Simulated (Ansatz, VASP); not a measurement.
# AlGa2P3: VASP beside Ansatz

One calculation is typed for both programs; each brings its own data sets. How far apart do they land? The cell is taken from a series of runs on this material, whose earlier steps may have relaxed, scaled, displaced or heated it; both programs get it as it stands.

Calculated with Ansatz 0.2.0; plane waves, with VASP 6.6.1 beside it; single point at PBEsol, spin-orbit coupling.

## Step 1: Set-up

The cell holds 12 atoms: 4 Ga, 6 P and 2 Al. Its edges and angles: a = 3.858 Å, b = 3.858 Å, c = 16.316 Å, α = 90.0°, β = 90.0°, γ = 90.0°. It derives from GaP. The structure's axis is c.

## Step 2: VASP: single point, PBEsol, spin-orbit coupling

With cell and atoms fixed, the geometry can't cause a difference; cores, projectors, grids and the points listed under the comparison can.

Lines of VASP's logs that name or quote its potential files are left out, and so is its time.

INCAR reads:

```
SYSTEM = AlGa2P3
PREC = Accurate
ENCUT = 500
EDIFF = 1E-06
NELM = 200
ISMEAR = 0
SIGMA = 0.01
LREAL = .FALSE.
ALGO = Normal
GGA = PS
LNONCOLLINEAR = .TRUE.
MAGMOM = 0 0 0 0 0 0 0 0 0 0 0 0 0 0 0 0 0 0 0 0 0 0 0 0 0 0 0 0 0 0 0 0 0 0 0 0
NBANDS = 112
GGA_COMPAT = .FALSE.
LASPH = .TRUE.
LSORBIT = .TRUE.
LORBIT = 11
LWAVE = .FALSE.
LCHARG = .FALSE.
ISIF = 2
EFERMI = MIDGAP
KPAR = 2
```

POSCAR reads:

```
AlGa2P3
1.0
    3.8581021369      0.0000000000      0.0000000000
    0.0000000000      3.8580987422      0.0000000000
    0.0000000000      0.0000000000     16.3162075580
Ga P Al
4 6 2
Direct
    0.0000000000      0.0000000000      0.0425825144
    0.5000000000      0.5000000000      0.2086368770
    0.0000000000      0.0000000000      0.3746658056
    0.5000000000      0.5000000000      0.5407201681
    0.5000000000      0.0000000000      0.1256430960
    0.0000000000      0.5000000000      0.2916513413
    0.5000000000      0.0000000000      0.4576595866
    0.0000000000      0.5000000000      0.6240757612
    0.5000000000      0.0000000000      0.7916513412
    0.0000000000      0.5000000000      0.9592269214
    0.0000000000      0.0000000000      0.7077216143
    0.5000000000      0.5000000000      0.8755810682
```

KPOINTS reads:

```
Automatic mesh
0
Gamma
6 6 2
0 0 0
```

PAW data sets: Ga_d, P and Al (PBE family, release 64).

Command:

```bash
> mpirun -np 2 vasp_ncl
```

What it wrote:

```text
[banner, memory and clock lines left out]
running    2 mpi-ranks, on    1 nodes
 distrk:  each k-point on    1 cores,    2 groups
 distr:  one band on    1 cores,    1 groups

 POSCAR found type information on POSCAR GaP Al
 POSCAR found :  3 types and      12 ions
|                                                                             |
|               ----> ADVICE to this user running VASP <----                  |
|                                                                             |
|     You enforced a specific xc type in the INCAR file but a different       |
|     [... a line on the potential file left out ...]
|     I HOPE YOU KNOW WHAT YOU ARE DOING!                                     |
|                                                                             |

 LDA part: xc-table for (Slater+PW92), standard interpolation
 POSCAR, INCAR and KPOINTS ok, starting setup
 FFT: planning ... GRIDC
 FFT: planning ... GRID_SOFT
 FFT: planning ... GRID
 WAVECAR not read
 entering main loop
       N       E                     dE             d eps       ncg     rms          rms(c)
DAV:   1     0.885430543157E+03    0.88543E+03   -0.33902E+04  4888   0.200E+03
DAV:   2     0.141235035320E+03   -0.74420E+03   -0.70569E+03  4656   0.592E+02
DAV:   3    -0.452647197066E+02   -0.18650E+03   -0.17346E+03  5816   0.200E+02
DAV:   4    -0.622469551087E+02   -0.16982E+02   -0.16695E+02  5240   0.595E+01
DAV:   5    -0.635423858553E+02   -0.12954E+01   -0.12896E+01  7072   0.171E+01    0.104E+01
DAV:   6    -0.619031253436E+02    0.16393E+01   -0.29676E+00  6520   0.161E+01    0.629E+00
DAV:   7    -0.616794130196E+02    0.22371E+00   -0.19166E+00  5360   0.522E+00    0.206E+00
DAV:   8    -0.616626191898E+02    0.16794E-01   -0.28531E-01  5272   0.529E+00    0.893E-01
DAV:   9    -0.616639135747E+02   -0.12944E-02   -0.55881E-02  5680   0.199E+00    0.350E-01
DAV:  10    -0.616642903175E+02   -0.37674E-03   -0.74509E-03  6280   0.890E-01    0.134E-01
DAV:  11    -0.616643890985E+02   -0.98781E-04   -0.16732E-03  5192   0.333E-01    0.727E-02
DAV:  12    -0.616644768394E+02   -0.87741E-04   -0.33733E-04  5680   0.535E-01    0.225E-02
DAV:  13    -0.616644904258E+02   -0.13586E-04   -0.15332E-04  6192   0.158E-01    0.145E-02
DAV:  14    -0.616644938363E+02   -0.34105E-05   -0.34312E-05  6304   0.511E-02    0.755E-03
DAV:  15    -0.616644950285E+02   -0.11922E-05   -0.86475E-06  4960   0.211E-02    0.297E-03
DAV:  16    -0.616644949497E+02    0.78740E-07   -0.79542E-07  3120   0.258E-02
   1 F= -.61664495E+02 E0= -.61664495E+02  d E =0.000000E+00  mag=     0.0000    -0.0000     0.0000
```

Parts of OUTCAR (step 2):

```text
ion  position               nearest neighbor table
   1  0.000  0.000  0.043-   5 2.36   5 2.36  10 2.36  10 2.36
   2  0.500  0.500  0.209-   5 2.36   5 2.36   6 2.36   6 2.36
   3  0.000  0.000  0.375-   7 2.36   7 2.36   6 2.36   6 2.36
   4  0.500  0.500  0.541-   7 2.36   7 2.36   8 2.36   8 2.36
   5  0.500  0.000  0.126-   2 2.36   2 2.36   1 2.36   1 2.36
   6  0.000  0.500  0.292-   3 2.36   3 2.36   2 2.36   2 2.36
   7  0.500  0.000  0.458-   3 2.36   3 2.36   4 2.36   4 2.36
   8  0.000  0.500  0.624-   4 2.36   4 2.36  11 2.36  11 2.36
   9  0.500  0.000  0.792-  12 2.37  12 2.37  11 2.37  11 2.37
  10  0.000  0.500  0.959-   1 2.36   1 2.36  12 2.36  12 2.36
  11  0.000  0.000  0.708-   8 2.36   8 2.36   9 2.37   9 2.37
  12  0.500  0.500  0.876-  10 2.36  10 2.36   9 2.37   9 2.37

  LATTYP: Found a simple tetragonal cell.
 ALAT       =     3.8581021369
 C/A-ratio  =     4.2290761050

 Subroutine GETGRP returns: Found  8 space group operations
 (whereof  4 operations were pure point group operations)

The static configuration has the point symmetry C_2v.
 The point group associated with its full space group is D_2d.

 Found     20 irreducible k-points:

   k-points           NKPTS =     20   k-points in BZ     NKDIM =     20   number of bands    NBANDS=    112

   dimension x,y,z NGX =    28 NGY =   28 NGZ =  120
   dimension x,y,z NGXF=    56 NGYF=   56 NGZF=  240

   ENCUT  =  500.0 eV  36.75 Ry    6.06 a.u.   7.03  7.03 29.75*2*pi/ulx,y,z

   NELECT =      88.0000    total number of electrons

 k-points in reciprocal lattice and weights: Automatic mesh
   0.00000000  0.00000000  0.00000000       0.014
   0.16666667  0.00000000  0.00000000       0.056
   0.33333333  0.00000000  0.00000000       0.056
   0.50000000  0.00000000  0.00000000       0.028
   0.16666667  0.16666667  0.00000000       0.056
   0.33333333  0.16666667  0.00000000       0.111
   0.50000000  0.16666667  0.00000000       0.056
   0.33333333  0.33333333  0.00000000       0.056
   0.50000000  0.33333333  0.00000000       0.056
[...]
0.50000000  0.33333333  0.50000000       0.056
   0.50000000  0.50000000  0.50000000       0.014

 average (electrostatic) potential at core
       1 -65.0498       2 -65.0277       3 -65.0277       4 -65.0498       5 -83.2262
       6 -83.2248       7 -83.2262       8 -83.0041       9 -82.8106      10 -83.0041
      11 -75.0274      12 -75.0274

 E-fermi :   5.2916

 k-point     1 :       0.0000    0.0000    0.0000
  band No.  band energies     occupation
    ...
     84       4.5410      1.00000
     85       4.6171      1.00000
     86       4.6171      1.00000
     87       4.6181      1.00000
     88       4.6181      1.00000
     89       5.9820      0.00000
     90       5.9820      0.00000
     91       6.3164      0.00000
     92       6.3164      0.00000
     93       6.3409      0.00000
    ...

 k-point     2 :       0.1667    0.0000    0.0000
  band No.  band energies     occupation
    ...
     84       3.8765      1.00000
     85       4.0257      1.00000
     86       4.0357      1.00000
     87       4.4970      1.00000
     88       4.4998      1.00000
     89       6.4102      0.00000
     90       6.4106      0.00000
     91       6.9140      0.00000
     92       6.9150      0.00000
     93       7.0096      0.00000
    ...

 k-point     3 :       0.3333    0.0000    0.0000
  band No.  band energies     occupation
    ...
     84       3.7834      1.00000
     85       3.8104      1.00000
     86       3.8112      1.00000
     87       4.1325      1.00000
     88       4.1361      1.00000
     89       6.5889      0.00000
     90       6.5911      0.00000
     91       6.8485      0.00000
     92       6.8486      0.00000
     93       7.0644      0.00000
    ...

  Total       -0.1268112     -0.1268110     -0.0125588      0.0000000      0.0000000      0.0000000
  in kB       -0.8365693     -0.8365678     -0.0828501      0.0000000      0.0000000      0.0000000
  external PRESSURE =      -0.5853291 kB  Pullay stress =       0.0000000 kB

  energy-cutoff  :      500.00
  volume of cell :      242.87
      direct lattice vectors                 reciprocal lattice vectors
     3.858102137  0.000000000  0.000000000     0.259194797  0.000000000  0.000000000
     0.000000000  3.858098742  0.000000000     0.000000000  0.259195025  0.000000000
     0.000000000  0.000000000 16.316207558     0.000000000  0.000000000  0.061288752

 POSITION                                       TOTAL-FORCE (eV/Angst)
 -----------------------------------------------------------------------------------
      0.00000      0.00000      0.69479         0.000000      0.000000      0.000211
      1.92905      1.92905      3.40416         0.000000      0.000000     -0.001141
      0.00000      0.00000      6.11313         0.000000      0.000000      0.001141
      1.92905      1.92905      8.82250         0.000000      0.000000     -0.000211
      1.92905      0.00000      2.05002         0.000000      0.000000     -0.000637
      0.00000      1.92905      4.75864         0.000000      0.000000      0.000000
      1.92905      0.00000      7.46727         0.000000      0.000000      0.000637
      0.00000      1.92905     10.18255         0.000000      0.000000     -0.013639
      1.92905      0.00000     12.91675         0.000000      0.000000      0.000000
      0.00000      1.92905     15.65095         0.000000      0.000000      0.013639
      0.00000      0.00000     11.54733         0.000000      0.000000      0.003561
      1.92905      1.92905     14.28616         0.000000      0.000000     -0.003561
 -----------------------------------------------------------------------------------
    total drift:                                0.000000      0.000000      0.000236

  FREE ENERGIE OF THE ION-ELECTRON SYSTEM (eV)
  ---------------------------------------------------
  free  energy   TOTEN  =       -61.6644949497 eV

  energy  without entropy=      -61.6644949497  energy(sigma->0) =      -61.66449495

 Spin-Orbit-Coupling matrix elements
 Ion:    1  E_soc:     -0.0117860
 Ion:    2  E_soc:     -0.0118270
 Ion:    3  E_soc:     -0.0118270
 Ion:    4  E_soc:     -0.0117860
 Ion:    5  E_soc:     -0.0008894
 Ion:    6  E_soc:     -0.0008893
 Ion:    7  E_soc:     -0.0008894
 Ion:    8  E_soc:     -0.0008453
 Ion:    9  E_soc:     -0.0007980
 Ion:   10  E_soc:     -0.0008453
 Ion:   11  E_soc:     -0.0001199
 Ion:   12  E_soc:     -0.0001199

 total charge
# of ion       s       p       d       tot
------------------------------------------
    1        0.862   0.852  10.013  11.727
    2        0.864   0.858  10.013  11.735
    3        0.864   0.858  10.013  11.735
    4        0.862   0.852  10.013  11.727
    5        1.017   1.511   0.000   2.528
    6        1.017   1.511   0.000   2.528
    7        1.017   1.511   0.000   2.528
    8        1.012   1.548   0.000   2.560
    9        1.009   1.583   0.000   2.592
   10        1.012   1.548   0.000   2.560
   11        0.396   0.387   0.000   0.783
   12        0.396   0.387   0.000   0.783
--------------------------------------------------
tot         10.329  13.405  40.051  63.785

 magnetization (x)
# of ion       s       p       d       tot
------------------------------------------
    1        0.000   0.000   0.000   0.000
    2        0.000   0.000   0.000   0.000
    3        0.000   0.000   0.000   0.000
    4        0.000   0.000   0.000   0.000
    5        0.000   0.000   0.000   0.000
    6        0.000   0.000   0.000   0.000
    7        0.000   0.000   0.000   0.000
    8        0.000   0.000   0.000   0.000
    9        0.000   0.000   0.000   0.000
   10        0.000   0.000   0.000   0.000
   11        0.000   0.000   0.000   0.000
   12        0.000   0.000   0.000   0.000
--------------------------------------------------
tot          0.000   0.000   0.000   0.000

 magnetization (y)
# of ion       s       p       d       tot
------------------------------------------
    1        0.000   0.000   0.000   0.000
    2        0.000   0.000   0.000   0.000
    3        0.000   0.000   0.000   0.000
    4        0.000   0.000   0.000   0.000
    5        0.000   0.000   0.000   0.000
    6        0.000   0.000   0.000   0.000
    7        0.000   0.000   0.000   0.000
    8        0.000   0.000   0.000   0.000
    9        0.000   0.000   0.000   0.000
   10        0.000   0.000   0.000   0.000
   11        0.000   0.000   0.000   0.000
   12        0.000   0.000   0.000   0.000
--------------------------------------------------
tot          0.000   0.000   0.000   0.000

 magnetization (z)
# of ion       s       p       d       tot
------------------------------------------
    1        0.000   0.000   0.000   0.000
    2        0.000   0.000   0.000   0.000
    3        0.000   0.000   0.000   0.000
    4        0.000   0.000   0.000   0.000
    5        0.000   0.000   0.000   0.000
    6        0.000   0.000   0.000   0.000
    7        0.000   0.000   0.000   0.000
    8        0.000   0.000   0.000   0.000
    9        0.000   0.000   0.000   0.000
   10        0.000   0.000   0.000   0.000
   11        0.000   0.000   0.000   0.000
   12        0.000   0.000   0.000   0.000
--------------------------------------------------
tot          0.000   0.000   0.000   0.000

[... 3 further parts left out ...]
```

The run ends at a pressure of -0.06 GPa, with forces up to 0.014 eV/Å.

[end of part 1 of 2]

[Lines on the potential files, build, host, timing and source positions are cut from VASP's logs without a mark.]

[Logs are printed without paths, hosts, clocks, repeated set-up lines and the standing remarks that a program may print on its own settings, such as how far it seeks lower states.]

[Hosts, paths, dates, database ids (printed as entryN), source tags and the programs' standing remarks are cut or masked in the printed files.]
